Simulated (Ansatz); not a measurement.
## HfN in Ansatz: convergence with smearing width

Crystal: HfN.

```
Hf N
1.0
     0.00000    2.25600    2.25600
     2.25600    0.00000    2.25600
     2.25600    2.25600    0.00000
Hf N
1 1
Direct
  0.00000 0.00000 0.00000
  0.50000 0.50000 0.50000
```

- Program: Ansatz 0.2.0
- Task: convergence study
- Functional: LDA
- Potentials or basis: all-electron LAPW, scalar-relativistic
- Cutoff: 343 eV (chosen from the basis error)
- Basis error allowed: 0.001 eV/atom
- k mesh: 10 × 10 × 10
- Occupations: fermi-dirac, width 0.3 eV
- Spin: no spin polarisation

These are the settings of the first run; the series varies smearing width, with any setting tied to it.

Hardware: 1 thread of Arm Neoverse V1 (shared host).

```tsv
smearing width	energy less the tightest run, at zero smearing (meV/atom)	pressure (GPa)	SCF cycles	CPU time (s)	peak memory (GiB)
0.3 eV	-3.15	-7.52	10	13	0.33
0.2 eV	-1.66	-7.88	10	13	0.33
0.15 eV	-0.98	-8.01	10	13	0.33
0.1 eV	-0.55	-8.12	10	13	0.33
0.05 eV	-0.23	-8.20	8	11	0.33
0.025 eV	-0.03	-8.21	8	11	0.33
0.01 eV	0.00	-8.20	8	12	0.33
```

Against the tightest run, the energy stays within 1 meV/atom from 0.15 eV on; the pressure stays within 0.1 GPa from 0.1 eV on. Narrower smearing needs a denser k mesh, so at a fixed mesh the narrowest width isn't the most accurate. The tightest run that finished is the yardstick and may itself not be fully converged.

The run has no spin-orbit coupling, so splittings on Hf are missing.
